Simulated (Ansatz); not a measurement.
Au:

```xyz
2
Lattice="2.9000 0.0000 0.0000 -1.4500 2.5115 0.0000 0.0000 0.0000 4.8800" Properties=species:S:1:pos:R:3 pbc="T T T"
Au    1.4500    0.8372    1.2200
Au    0.0000    1.6743    3.6600
```

This isn't the form of Au at room conditions, which is fcc.

```yaml
Program: Ansatz 0.2.0
Task: relaxation of cell and atoms
Functional: PBEsol0
Potentials_or_basis: Ansatz PAW
Cutoff: "420 eV (not typed: the program's choice for these potentials)"
k_mesh: 6 × 6 × 3
Occupations: fermi-dirac, width 0.05 eV
Spin: no spin polarisation
```

At the start: volume 17.77 Å³/atom.

**Question.** How do energy, volume and symmetry change on relaxing?

**Answer.** It ends after 6 steps and the volume is 17.04 Å³/atom (-4.1 %); space group P6_3/mmc (No. 194, to 0.05 Å).

Step by step:
```csv
step,energy change (eV),largest force (eV/Å),volume (Å³)
1,0.0000,0.0000,35.54
2,-0.0242,0.0000,32.60
3,-0.0553,0.0000,34.57
4,-0.0608,0.0000,34.15
5,-0.0609,0.0000,34.09
6,-0.0595,0.0000,34.09
```

Final structure:
```xyz
2
Lattice="2.7954 0.0000 0.0000 -1.3977 2.4209 0.0000 0.0000 0.0000 5.0372" Properties=species:S:1:pos:R:3 pbc="T T T"
Au    1.3977    0.8070    1.2593
Au    0.0000    1.6140    3.7779
```

Caveat: the k mesh is coarse (spacing up to 0.43 Å⁻¹), so the values aren't converged, least of all with exact exchange; the plane-wave basis is chosen anew once the cell has moved, so the energies of steps on either side of that aren't comparable; the PAW data sets come from PBE, with cores solved anew for the run's functional, which leaves a small shift of forces and pressure.
